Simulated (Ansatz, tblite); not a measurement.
## A script for BaS (GFN2-xTB)

These are simulated results from tblite 0.8.0, not measurements. The cell was built from a prototype and was relaxed with r2SCAN in plane waves (Ansatz 0.2.0). Not every such cell is a known phase. All runs are without spin polarisation.

The symmetry is Fm-3m (No. 225, cubic); conventional cell a = 6.424 Å, 33.13 Å³ an atom. Ba has 6 S at 3.21 Å; S has 6 Ba at 3.21 Å.

tblite solves periodic systems at the zone centre alone, so the script builds a cluster of 2×2×2 conventional cells (64 atoms), which folds in a coarse mesh of k points.

run.py reads:

```python
import json
from ase import Atoms
from ase.build import make_supercell
from ase.units import Bohr, GPa, Hartree
from tblite.interface import Calculator

atoms = Atoms(['Ba', 'S'],
              cell=[[0.0, 3.211796, 3.211796], [3.211796, -0.0, 3.211796], [3.211796, 3.211796, 0.0]],
              scaled_positions=[[-0.0, 0.0, 0.0], [0.5, 0.5, 0.5]],
              pbc=True)
cluster = make_supercell(atoms, [[-2, 2, 2], [2, -2, 2], [2, 2, -2]])
calc = Calculator('GFN2-xTB', cluster.numbers, cluster.positions / Bohr, lattice=cluster.cell[:] / Bohr, periodic=cluster.pbc)
calc.set('temperature', 0.02 / Hartree)
calc.set('max-iter', 150)
res = calc.singlepoint()
levels = res.get('orbital-energies') * Hartree
nv = round(res.get('orbital-occupations').sum() / 2)
cells = len(cluster) // len(atoms)
out = {'energy_per_cell': res.get('energy') * Hartree / cells, 'homo': levels[nv - 1], 'lumo': levels[nv],
       'stress': (-res.get('virial') * Hartree / cluster.get_volume() / GPa).tolist(), 'charges': res.get('charges')[:len(atoms)].tolist(), 'electrons': 2 * nv / cells}
json.dump(out, open('results.json', 'w'))
for key, value in out.items():
    print(key, value)
```

Command: `python run.py`. It took 6.6 s on 1 thread of Arm Neoverse V1 (shared host), peak memory 0.14 GiB.

The log:

```
------------------------------------------------------------
  cycle        total energy    energy error   density error
------------------------------------------------------------
      1     -106.0912875309  -1.0616781E+02   5.2342422E-01
      2     -120.7553874591  -1.4664100E+01   1.2367511E-01
      3     -121.0393011108  -2.8391365E-01   1.0355542E-01
      4     -121.2777711041  -2.3846999E-01   8.1054986E-02
      5     -121.4205402868  -1.4276918E-01   7.5984943E-02
      6     -121.8034046943  -3.8286441E-01   3.2539867E-02
      7     -121.8157384799  -1.2333786E-02   3.0038469E-02
      8     -121.8878389660  -7.2100486E-02   7.2376610E-03
      9     -121.8921496426  -4.3106766E-03   1.1627356E-03
     10     -121.8914943765   6.5526605E-04   3.0003053E-03
     11     -121.8917952753  -3.0089874E-04   2.3300003E-03
     12     -121.8922485022  -4.5322694E-04   3.1539281E-04
     13     -121.8922488007  -2.9851105E-07   3.0038459E-04
     14     -121.8922555319  -6.7311197E-06   9.2644067E-05
     15     -121.8922562404  -7.0856409E-07   1.1357660E-05
------------------------------------------------------------

 total:                                   6.008 sec
energy_per_cell -103.65178868559948
homo -11.289924358890008
lumo -11.289924358890005
stress [[-1.6978579060746728, -1.1467855637778052e-13, -9.871847470419289e-15], [-1.1463515060486452e-13, -1.6978579060741685, -1.0780323187556094e-13], [-9.79555259130811e-15, -1.0771720100763774e-13, -1.6978579060745005]]
charges [0.6028218524418834, -0.6028211427428873]
electrons 8.0
```

The cycle table is in hartree for the whole cluster, and the lines after it are in eV (the energy for one cell). The printed stress is in GPa and positive in compression, and the pressure is its mean diagonal.

GFN2-xTB gives no gap at the points read. On the same cell, plane-wave PBE (Ansatz, 8×8×8 k points and the special points) gives a gap of 2.23 eV and r2SCAN a gap of 2.58 eV; on shared hosts these took about 2.2 and 5.8 core-seconds on the 2-atom cell, against 6.6 for the script. Spin-orbit coupling, left out in all these runs, can cut or reorder the gap by tenths of an eV, up to about 1 eV with Pb or Bi. This method closes a gap that PBE finds, a failure in kind.

The same script was run on cells scaled at fixed shape and fractional coordinates:

```json
{"volume (Å³/atom)": "29.16", "energy (meV/atom)": "-28.0", "pressure (GPa, positive in compression)": "-0.47", "gap (eV)": "0.00"}
{"volume (Å³/atom)": "31.14", "energy (meV/atom)": "-17.9", "pressure (GPa, positive in compression)": "-1.21", "gap (eV)": "0.00"}
{"volume (Å³/atom)": "33.13", "energy (meV/atom)": "0.0", "pressure (GPa, positive in compression)": "-1.70", "gap (eV)": "0.00"}
{"volume (Å³/atom)": "35.12", "energy (meV/atom)": "23.2", "pressure (GPa, positive in compression)": "-2.01", "gap (eV)": "0.00"}
{"volume (Å³/atom)": "37.11", "energy (meV/atom)": "49.5", "pressure (GPa, positive in compression)": "-2.21", "gap (eV)": "0.00"}
```

The minimum lies beyond the smallest of these volumes.

xTB was fitted mostly to molecules, and a small cluster samples few k points, so gaps, pressures and kinks along a curve can be far from a solid's.

Spin-orbit coupling is left out.
